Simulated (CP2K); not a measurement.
Crystal: Pd.

```xyz
1
Lattice="2.7528 0.0000 0.0000 1.3764 2.3840 0.0000 1.3764 0.7947 2.2476" Properties=species:S:1:pos:R:3 pbc="T T T"
Pd    0.0000    0.0000    0.0000
```

Base run:

- Program: CP2K 2026.2
- Functional: WC
- Potentials or basis: POTENTIAL_UZH Pd GTH-PBE-q18; TZVP-MOLOPT-PBE-GTH basis
- Density cutoff: 10204 eV
- k mesh: 12 × 12 × 12
- Occupations: fermi-dirac, width 0.05 eV
- Spin: no spin polarisation

Its results: band gap on the k mesh none (metal or under the smearing width); pressure 0.5 GPa.

Problem. The run is repeated on the same cell with these changes: functional from WC to PBE. What comes out?

Solution. Band gap on the k mesh none (metal or under the smearing width); pressure 9.0 GPa.

PBE binds less tightly than WC, so the same cell stands under more pressure.

Caveats: the basis of atomic orbitals isn't converged, which shifts pressures, moduli and gaps; the potentials were made for another functional, which shifts forces and pressure (some runs).
